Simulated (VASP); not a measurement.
Write the native input for VASP 6.6.1 that does the following.

* Task: relaxation of the atoms
* Functional: PBE
* Potentials or basis: VASP PAW PBE potentials, release 64 (Mg, O)
* Cutoff: 450 eV
* k mesh: 2 × 2 × 2
* Occupations: gaussian, width 0.01 eV
* Spin: no spin polarisation
* Monkhorst-Pack mesh: yes
* Further INCAR settings: PREC = Normal; LREAL = Auto; ALGO = Normal; EDIFF = 1e-06; ISYM = 0; IBRION = 2; EDIFFG = -0.025; NSW = 70

The structure of Mg16O15 (a cell with a defect) lies in POSCAR:

```
Mg16O15
1.0
   -4.2449620000      4.2449620000     -4.2449620000
    4.2449620000      4.2449620000      4.2449620000
    4.2449620000     -4.2449620000     -4.2449620000
Mg O
16 15
Direct
    0.2500000000      0.0000000000      0.7500000000
    0.0033059900      0.2610487300      0.7562040900
    0.5000000000      0.0000000000      0.5000000000
    0.7500000000      0.5000000000      0.7500000000
    0.2627674200      0.2593885600      0.5144015100
    0.5070186200      0.7486258300      0.7370334400
    0.0018109200      0.4871568800      0.4969854900
    0.7500000000      0.0000000000      0.2500000000
    0.5000000000      0.2500000000      0.2500000000
    0.7500000000      0.7500000000      0.5000000000
    0.0000000000      0.0000000000      0.0000000000
    0.2500000000      0.5000000000      0.2500000000
    0.0000000000      0.7500000000      0.2500000000
    0.7500000000      0.2500000000      0.0000000000
    0.4981525600      0.4994631100      0.0060687800
    0.2411923400      0.7416246300      0.9954734200
    0.0000000000      0.7500000000      0.7500000000
    0.5000000000      0.5000000000      0.5000000000
    0.7500000000      0.0000000000      0.7500000000
    0.2500000000      0.7500000000      0.5000000000
    0.5000000000      0.2500000000      0.7500000000
    0.0000000000      0.0000000000      0.5000000000
    0.7500000000      0.5000000000      0.2500000000
    0.5000000000      0.7500000000      0.2500000000
    0.7500000000      0.2500000000      0.5000000000
    0.0000000000      0.5000000000      0.0000000000
    0.2500000000      0.0000000000      0.2500000000
    0.0000000000      0.2500000000      0.2500000000
    0.7500000000      0.7500000000      0.0000000000
    0.5000000000      0.0000000000      0.0000000000
    0.2500000000      0.2500000000      0.0000000000
```

One way to write it, as run:

INCAR

```
  PREC = Normal
  ENCUT = 450
  EDIFF = 1E-6
  ISMEAR = 0
  SIGMA = 0.01
  LREAL = Auto
  LASPH = T
  NELM = 80
  ALGO = Normal
  ISIF = 2
  LWAVE = F
  LCHARG = F
  GGA = PE
  IBRION = 2
  NSW = 70
  EDIFFG = -0.025
  ICORELEVEL = 1
  ISYM = 0
  KPAR = 4
  NCORE = 2
```

KPOINTS

```
Automatic mesh
0
Monkhorst-Pack
  2 2 2
```

Potentials or basis: VASP PAW PBE potentials, release 64 (Mg, O).

Run with:

```sh
$ cat potpaw_PBE.64/Mg/POTCAR potpaw_PBE.64/O/POTCAR > POTCAR
$ mpirun -np 8 vasp_std > vasp.out
```

It gave:

- Energy gained by relaxing: 7.7 meV/atom
- Ionic steps: 8
- Largest force after relaxing: 0.022 eV/Å

Caveat: the k mesh is coarse (spacing up to 0.52 Å⁻¹), so the values aren't converged.

It took 2.1 min on 8 MPI ranks on Intel(R) Xeon(R) Platinum 8488C (Sapphire Rapids) (shared host), peak memory 0.2 GiB a rank.
